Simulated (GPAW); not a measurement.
The system is Ge.

```xyz
4
Lattice="5.1490 0.0000 0.0000 0.0000 5.1490 0.0000 0.0000 0.0000 2.7948" Properties=species:S:1:pos:R:3 pbc="T T T"
Ge    0.0000    0.0000    1.3974
Ge    0.0000    2.5745    2.0961
Ge    2.5745    2.5745    0.0000
Ge    2.5745    0.0000    0.6987
```

This isn't the form of Ge at room conditions, which is diamond.

The cell isn't the ideal one: the cell as VASP's run set it.

Base run:

```yaml
Program: GPAW 26.7.0
Functional: PBEsol
Potentials_or_basis: PAW data sets generated in the run's folder for this functional
Cutoff: 600 eV
Basis: pw
k_mesh: 5 × 5 × 9
Occupations: gaussian, width 0.05 eV
Spin: no spin polarisation
```

Its results: band gap on the k mesh none (metal or under the smearing width); pressure -0.9 GPa.

Question: The run is repeated on the same cell with these changes: functional from PBEsol to LDA; potentials or basis from PAW data sets generated in the run's folder for this functional to the program's PAW data sets (release 1.2.1) made for this functional. What comes out?

Answer: Band gap on the k mesh none (metal or under the smearing width); pressure -2.7 GPa.
